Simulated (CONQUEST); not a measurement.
Crystal: Cu2O (Cuprite).

```xyz
6
Lattice="4.2600 0.0000 0.0000 0.0000 4.2600 0.0000 0.0000 0.0000 4.2600" Properties=species:S:1:pos:R:3 pbc="T T T"
Cu    3.1569    1.0158    1.0686
Cu    1.0081    3.1773    1.0654
Cu    3.2195    3.2143    3.2189
Cu    1.0591    1.0856    3.1725
O     2.1498    2.1641    2.1438
O     4.2586    0.0107    0.0054
```

The cell isn't the ideal one: atoms moved at random, drawn with an rms of 0.05 Å.

Base run:

| Property | Result |
| --- | --- |
| Program | CONQUEST 1.3 |
| Functional | PBE |
| Potentials or basis | PseudoDojo NC PBE, DZ, grid cutoff 150 Ha |
| k mesh | 5 × 5 × 5 |
| Occupations | fermi-dirac, width 0.05 eV |
| Spin | no spin polarisation |

Its results: band gap on the k mesh 0.51 eV, direct; pressure 5.3 GPa; largest force 0.695 eV/Å.

Problem. After a change of settings the same cell gave: band gap on the k mesh 1.03 eV, direct; pressure 10.9 GPa; largest force 0.836 eV/Å. Which change was it?
A. potentials or basis from PseudoDojo NC PBE, DZ, grid cutoff 150 Ha to PseudoDojo NC PBE, DZP, grid cutoff 150 Ha
B. potentials or basis from PseudoDojo NC PBE, DZ, grid cutoff 150 Ha to PseudoDojo NC PBE, SZP, grid cutoff 150 Ha
C. potentials or basis from PseudoDojo NC PBE, DZ, grid cutoff 150 Ha to PseudoDojo NC PBE, SZ, grid cutoff 150 Ha

Solution. C.

Caveats: the atomic basis is small; an odd mesh through Γ misses points on the zone boundary, where band edges often lie; the basis of atomic orbitals isn't converged, which shifts pressures, moduli and gaps.
